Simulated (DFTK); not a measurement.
## Zr under changes of volume

One of the cells (23.281 Å³/atom); the others are scaled copies at fixed shape and fractional positions:

```
CELL_PARAMETERS angstrom
3.23200 0.00000 0.00000
-1.61600 2.79899 0.00000
0.00000 0.00000 5.14700
ATOMIC_POSITIONS crystal
Zr 0.66667 0.33333 0.75000
Zr 0.33333 0.66667 0.25000
```

| Quantity | Value |
| --- | --- |
| Program | DFTK 0.8.2 |
| Functional | PBEsol |
| Potentials or basis | dojo.nc.sr.pbesol.v0_4_1.standard.upf (PBEsol) |
| Cutoff | 898 eV |
| k mesh | 9 × 9 × 5 |
| Occupations | fermi-dirac, width 0.05 eV |
| Spin | no spin polarisation |

```tsv
volume (Å³/atom)	energy over the lowest point (meV/atom)	pressure (GPa)
21.884	5.25	2.9
22.350	0.00	0.7
22.815	0.87	-1.3
23.281	7.36	-3.2
23.746	?	?
24.212	35.43	-6.5
24.678	56.22	-7.9
```

Problem. What does the run at 23.746 Å³/atom give?

Solution. Energy over the lowest point 19.01 meV/atom; pressure -4.9 GPa.

Worked out: A Birch-Murnaghan fit of order 3 (a polynomial in V^(-2/3)) to the other rows has its minimum at 22.51 Å³/atom with B0 = V·E''(V) = 99 GPa and B' = 3.1 at fixed shape and positions, which overstates the stiffness. It gives 19.01 meV/atom at 23.746 Å³/atom, against the run's 19.01, and -dE/dV = -4.9 GPa, against -4.9.

Energies are extrapolated to zero smearing.
